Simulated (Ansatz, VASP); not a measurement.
# Two plane-wave programs on NaCl

INCAR

```
SYSTEM = NaCl
ALGO = Normal ; EDIFF = 1E-6
EDIFFG = -0.01 ; ENCUT = 600
GGA = PE ; IBRION = 2
ISIF = 3 ; ISMEAR = 0
LASPH = .TRUE. ; LCHARG = .FALSE.
LREAL = .FALSE. ; LWAVE = .FALSE.
NELM = 100 ; NSW = 100
PREC = Accurate ; SIGMA = 0.02
```

The input KPOINTS:

```
k-points
0
G
  6 6 6
  0 0 0
```

Contents of POSCAR:

```
NaCl
1.0
    0.0000000000      3.1257287305      3.1257287305
    3.1257287305      0.0000000000      3.1257287305
    3.1257287305      3.1257287305      0.0000000000
Na Cl
1 1
Direct
    0.7500000000      0.7500000000      0.7500000000
    0.5000000000      0.5000000000      0.5000000000
```

Input for Ansatz:

```yaml
crystal:
  lattice:
    - [0.0, 3.1257287305, 3.1257287305]
    - [3.1257287305, 0.0, 3.1257287305]
    - [3.1257287305, 3.1257287305, 0.0]
  atoms:
    - { symbol: Na, position: [0.75, 0.75, 0.75] }
    - { symbol: Cl, position: [0.5, 0.5, 0.5] }
basis:
  ecutwfc: 420
kpoints:
  mp_grid: { grid: [6, 6, 6] }
hamiltonian:
  xc: pbe
scf:
  occupations: { method: gaussian, width: 0.02 }
output:
  forces: true
  stress: true
  eigenvalues: true
  write_density: true
  write_potential: true
  elf: true
  volumetric_format: npy
relax:
  adjacent_minimum: "off"
  f_tol: 0.01
  max_steps: 80
  cell: { stress_tol: 0.05 }
```

Alike in both runs: task relaxation of cell and atoms; functional PBE; k mesh 6 × 6 × 6; occupations gaussian, width 0.02 eV; no spin polarisation.

|  | VASP | Ansatz |
| --- | --- | --- |
| version | VASP 6.6.1 | Ansatz 0.2.0 |
| potentials or method | VASP PAW PBE potentials, release 64 (Na_pv, Cl) | scalar-relativistic, plane waves, PAW |
| plane-wave cutoff (eV) | 600 | 420 |
| valence electrons in the cell | 14 | 16 |

```csv
,VASP,Ansatz,Ansatz less VASP
"gap on the k mesh at the Fermi level, each at its own relaxed structure (eV)",4.85,4.85,0.000
relaxed volume (Å³/atom),30.54,30.54,0.000
relaxed cell length with the largest relative difference (Å),4.420,4.420,0.0000
```

The two sets of potentials don't hold the same shells in valence.

Caveats: the relaxation stopped at its first step, so nothing moved.
